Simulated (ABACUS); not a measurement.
Crystal: RbCl.

```
Rb Cl
1.0
    -3.27400    0.00000    3.27400
     0.00000    3.27400    3.27400
    -3.27400    3.27400    0.00000
Rb Cl
1 1
Direct
  0.00000 0.00000 0.00000
  0.50000 0.50000 0.50000
```

* Program: ABACUS 3.10.1
* Task: relaxation of cell and atoms
* Functional: PW91
* Potentials or basis: SG15 ONCV 1.2 PBE
* Cutoff: 816 eV
* Density cutoff: 3265 eV
* Basis: plane waves
* k mesh: 6 × 6 × 6
* Occupations: fermi-dirac, width 0.05 eV
* Spin: no spin polarisation

At the start: pressure 1.1 GPa; volume 35.09 Å³/atom.

Problem. How do energy, volume and symmetry change on relaxing?

Solution. Over 3 steps the energy falls by 7.4 meV/atom and the volume is 37.54 Å³/atom (+7.0 %); space group Fm-3m (No. 225, to 0.05 Å).

Step by step:
| step | energy change (eV) | largest force (eV/Å) | pressure (GPa) | volume (Å³) |
| --- | --- | --- | --- | --- |
| 1 | 0.0000 | 0.0000 | 1.08 | 70.19 |
| 2 | -0.0119 | 0.0000 | 0.45 | 72.70 |
| 3 | -0.0149 | 0.0000 | -0.03 | 75.07 |

Final structure:
```xyz
2
Lattice="-3.3482 0.0000 3.3482 0.0000 3.3482 3.3482 -3.3482 3.3482 0.0000" Properties=species:S:1:pos:R:3 pbc="T T T"
Rb    0.0000    0.0000    0.0000
Cl   -3.3482    3.3482    3.3482
```

Caveat: the potentials were made for another functional, which shifts forces and pressure.
